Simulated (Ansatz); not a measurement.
# LiF, alloy series

Base system: LiF in the rock salt structure (space group Fm-3m, No. 225).

```
LiF
1.0
    0.00000     2.03409     2.03409
    2.03409     0.00000     2.03409
    2.03409     2.03409     0.00000
Li F
1 1
Cartesian
  0.00000   0.00000   0.00000
  2.03409   2.03409   2.03409
```

The other end (x = 1) is NaF in the rock salt structure (space group Fm-3m, No. 225): 12.99 Å³/atom, gap 6.09 eV.

Na replaces a fraction x of Li; each row is one arrangement (x, atoms in the cell, starting space group or random), fully relaxed.

Calculations: Kohn–Sham DFT with the PBE functional, run in Ansatz (a quantum-chemistry and plane-wave program) with PAW and 420 eV plane waves, spin-orbit coupling left out.

Notes on the quantities. bowing parameter b of this ordering: Eg = [1−x] Eg[0] + x Eg[1] − b x [1−x].

```tsv
change	bowing parameter b of this ordering	shortest interatomic distance	mixing energy
base	–	3.844 bohr	–
x(Na) = 0.25, 8 atoms, C2/m	3.1 eV	3.714 bohr	+37 meV/atom
x(Na) = 0.25, 8 atoms, I4/mmm	2.7 eV	3.646 bohr	+52 meV/atom
x(Na) = 0.667, 6 atoms, P-3m1	1.9 eV	4.073 bohr	+36 meV/atom
x(Na) = 0.75, 8 atoms, I4/mmm	1.9 eV	3.850 bohr	+36 meV/atom
x(Na) = 0.75, 8 atoms, Pm-3m	1.8 eV	4.333 bohr	+50 meV/atom
```

These are small ordered cells, not random alloys; other orderings at the same x differ. Semilocal Kohn–Sham gaps tend to fall short of experiment. No phonon test of stability was made.
